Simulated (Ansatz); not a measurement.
Ti under changes of volume

One of the cells (17.636 Å³/atom); the others are scaled copies at fixed shape and fractional positions:

```
Ti
1.0
     2.95000    0.00000    0.00000
    -1.47500    2.55477    0.00000
     0.00000    0.00000    4.68000
Ti
2
Cartesian
  1.4750 0.8516 3.5100
  0.0000 1.7032 1.1700
```

```yaml
Program: Ansatz 0.2.0
Functional: r2SCAN
Dispersion: D4
Potentials_or_basis: Ansatz PAW
Cutoff: "500 eV (not typed: the program's choice for these potentials)"
k_mesh: 10 × 10 × 6
Occupations: fermi-dirac, width 0.05 eV
Spin: no spin polarisation
```

```csv
volume (Å³/atom),energy over the lowest point (meV/atom),pressure (GPa)
16.577,9.68,4.9
16.930,1.94,2.2
17.283,0.00,-0.4
17.636,3.38,-2.7
17.988,11.61,-4.7
18.341,24.22,-6.6
18.694,?,?
```

**Question.** What does the run at 18.694 Å³/atom give?

**Answer.** Energy over the lowest point 40.83 meV/atom; pressure -8.4 GPa.

Worked out: A Birch-Murnaghan fit of order 3 (a polynomial in V^(-2/3)) to the other rows has its minimum at 17.23 Å³/atom with B0 = V·E''(V) = 119 GPa and B' = 3.5 at fixed shape and positions, which overstates the stiffness. It gives 40.88 meV/atom at 18.694 Å³/atom, against the run's 40.83, and -dE/dV = -8.4 GPa, against -8.4.

Energies are extrapolated to zero smearing.

Caveats: pairwise dispersion overbinds metals, which lowers pressure and volume; the PAW data sets come from PBE, with cores solved anew for the run's functional, which leaves a small shift of forces and pressure.
